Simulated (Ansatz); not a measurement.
# WS2: the cost of one run

Program: Ansatz 0.2.0. Level of theory: DFT PBEsol, scalar-relativistic. These are calculated values, not measurements.

**1. The structure to begin with**

It takes space group R3m (No. 160, trigonal). Conventional cell: a = 3.158 Å, b = 3.158 Å, c = 18.490 Å, α = 90.00°, β = 90.00°, γ = 120.00°. W (site symmetry 3m) is surrounded by 6 S at 2.39 to 2.42 Å. S (site symmetry 3m) is surrounded by 3 W at 2.39 Å. S (site symmetry 3m) is surrounded by 3 W at 2.42 Å.

Structure file:

```
W S
1.0
     1.57900    0.91164    6.16333
    -1.57900    0.91164    6.16333
     0.00000   -1.82327    6.16333
W S
1 2
Direct
  0.00000 0.00000 0.00000
  0.75030 0.75030 0.75030
  0.58100 0.58100 0.58100
```

Atoms are numbered in the order of the input: W1, S2, S3.

**2. After the deformation**

Space group R3m before, R3m after.

**3. All-electron LAPW**

Contents of input.yaml:

```yaml
crystal:
  lattice:
    - [1.5474203766, 0.893403571, 6.16333]
    - [-1.5474203766, 0.893403571, 6.16333]
    - [0.0, -1.7868071419, 6.16333]
  atoms:
    - { symbol: W, position: [0.0, 0.0, 0.0] }
    - { symbol: S, position: [0.7503, 0.7503, 0.7503] }
    - { symbol: S, position: [0.581, 0.581, 0.581] }
kpoints:
  mp_grid: { grid: [15, 15, 15] }
  band_path:
    path:
      - [0.0, 0.0, 0.0]
      - [0.5, 0.5, 0.5]
      - [0.8193254258, 0.1806745742, 0.5]
      - [0.5, -0.1806745742, 0.1806745742]
      - [0.5, 0.0, 0.0]
      - [0.0, 0.0, 0.0]
      - [0.3403372871, -0.3403372871, 0.0]
      - [0.6596627129, 0.0, 0.3403372871]
      - [0.5, 0.0, 0.5]
    npoints: 5
scf:
  occupations: { method: fermi_dirac, width: 0.03 }
hamiltonian:
  xc: pbesol
  pseudopotentials: { kind: all_electron, lapw: { basis_error: 0.001 } }
output:
  forces: true
  stress: true
  eigenvalues: true
```

The run is started by

```console
ansatz run input.yaml --threads 1 --pin off --max-ram 4096MiB --backend cpu --events-out ev --progress --plain --runs-dir out
```

What time and memory should one allow on 1 thread of Intel Xeon 6975P-C (Granite Rapids), shared host?

About 3 min, with a peak of 1.5 GiB.
